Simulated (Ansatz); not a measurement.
Runs of Ansatz 0.2.0 on MoS2. Symmetry: P-3m1, No. 164, trigonal system. The conventional cell has a = 3.227 Å, b = 3.227 Å, c = 6.312 Å, α = 90.00°, β = 90.00°, γ = 120.00°. Mo (site symmetry -3m) has 6 S at 2.42 Å as nearest neighbours. S (site symmetry 3m) is surrounded by 3 Mo at 2.42 Å. Measurements of this composition are mostly on another form, of space group No. 194.

```tsv
task	potentials or basis	k mesh	cutoff (eV)	smearing	basis error allowed	mesh quality	gap on the mesh (eV)	pressure (GPa)	largest force (eV/Å)
density of states	all-electron PAW datasets made for the crystal	9 × 9 × 4	340	fermi-dirac 0.05 eV	-	not flagged	none	-3.4	0.02
single point	all-electron LAPW, scalar-relativistic	5 × 5 × 2	238	fermi-dirac 0.03 eV	0.002 eV/atom	coarse	none	-3.3	(a)
phonons	all-electron LAPW, scalar-relativistic	9 × 9 × 4	255	fermi-dirac 0.05 eV	0.002 eV/atom	not flagged	none	-	0.02
elastic constants	all-electron LAPW, scalar-relativistic	7 × 7 × 3	255	fermi-dirac 0.05 eV	0.002 eV/atom	coarse	none	-3.2	-
```

Alike in all rows: level PBEsol; no spin polarisation; cell as given.

Question: Estimate the missing entries.

Answer: (a) 0.15.

Caveats: some runs use coarse meshes; this functional lacks dispersion, which binds the layers, so the pressure and a relaxed spacing across them are unreliable; the k mesh is thin for a metal, which can move the energy by tens of meV per atom (some runs); a metal's response needs a denser mesh (some runs); the program warned that the printed levels may be off, so bands, gaps and densities of states are rough (some runs); the density of states is complete only up to the lowest level of the last band computed (some runs); the cell is more than 3 GPa from zero pressure, which shifts response properties (some runs); elastic constants of metals need much finer meshes, so these are rough (some runs).

A k mesh can miss the band edges, and the runs leave out spin-orbit coupling on Mo.

A gap of «none» marks a metal or a gap under the smearing width.

The runs don't all hold the same shells in valence.
